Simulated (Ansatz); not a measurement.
# KF (Carobbiite) in Ansatz: the effect of functional

KF (Carobbiite):

```
K F
1.0
     0.00000    2.67185    2.67185
     2.67185    0.00000    2.67185
     2.67185    2.67185    0.00000
K F
1 1
Direct
  0.00000 0.00000 0.00000
  0.50000 0.50000 0.50000
```

Alike in all runs:

```yaml
Program: Ansatz 0.2.0
Task: single point
Potentials_or_basis: all-electron PAW datasets made for the crystal
k_mesh: 6 × 6 × 6
Occupations: fermi-dirac, width 0.05 eV
Spin: no spin polarisation
```

One run gave: gap on the mesh 8.18 eV; pressure 0.5 GPa. Which functional did it use?
A. PBE0
B. PBEsol
C. HSE06

C.

| functional | cutoff | gap on the mesh (eV) | pressure (GPa) |
| --- | --- | --- | --- |
| PBEsol | 280 eV (chosen from the basis error) | 6.04 | -0.7 |
| HSE06 | 310 eV (chosen from the basis error) | 8.18 | 0.5 |
| PBE0 | 310 eV (chosen from the basis error) | 8.95 | 0.4 |

